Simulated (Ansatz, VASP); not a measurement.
**BN in VASP and in Ansatz**

Contents of INCAR:

```
PREC = Accurate
ENCUT = 520
EDIFF = 1E-6
ISMEAR = 0
SIGMA = 0.05
LREAL = F
LASPH = T
NELM = 80
ALGO = Normal
ISIF = 2
LWAVE = F
LCHARG = F
GGA = PS
NBANDS = 16
```

Contents of KPOINTS:

```
Automatic mesh
0
Gamma
  12 12 4
```

File POSCAR:

```
BN
1.0
    2.4050010174      0.0000000000      0.0000000000
   -1.2025005087      2.0827919771      0.0000000000
    0.0000000000      0.0000000000      7.4408326476
B N
2 2
Direct
    0.3333333333      0.6666666667      0.2500000000
    0.6666666667      0.3333333333      0.7500000000
    0.3333333333      0.6666666667      0.7500000000
    0.6666666667      0.3333333333      0.2500000000
```

Input for Ansatz:

```yaml
crystal:
  lattice:
    - [2.4050010174, 0.0, 0.0]
    - [-1.2025005087, 2.0827919771, 0.0]
    - [0.0, 0.0, 7.4408326476]
  atoms:
    - { symbol: B, position: [0.3333333333, 0.6666666667, 0.25] }
    - { symbol: B, position: [0.6666666667, 0.3333333333, 0.75] }
    - { symbol: "N", position: [0.3333333333, 0.6666666667, 0.75] }
    - { symbol: "N", position: [0.6666666667, 0.3333333333, 0.25] }
basis:
  ecutwfc: 520.0
kpoints:
  mp_grid: { grid: [12, 12, 4] }
hamiltonian:
  xc: pbesol
  pseudopotentials: { kind: paw, azcp: { folder: soft_1 } }
scf:
  occupations: { method: gaussian, width: 0.05 }
output:
  forces: true
  stress: true
  eigenvalues: true
  write_density: true
  write_potential: true
  elf: true
  volumetric_format: npy
```

Alike in both runs: task single point; functional PBEsol; k mesh 12 × 12 × 4; occupations gaussian, width 0.05 eV; no spin polarisation.

```csv
,VASP,Ansatz
version,VASP 6.6.1,Ansatz 0.2.0
potentials or method,"VASP PAW PBE potentials, release 64 (B, N)","scalar-relativistic, plane waves, PAW"
plane-wave cutoff (eV),520,520
valence electrons in the cell,16,16
```

```tsv
	VASP	Ansatz	Ansatz less VASP
gap on the k mesh at the Fermi level (eV)	4.44	4.45	+0.007
least direct gap on the mesh (eV)	4.91	4.91	+0.003
```

Ansatz warned: «pseudo_functional_mismatch».

 A k mesh can miss the band edges.
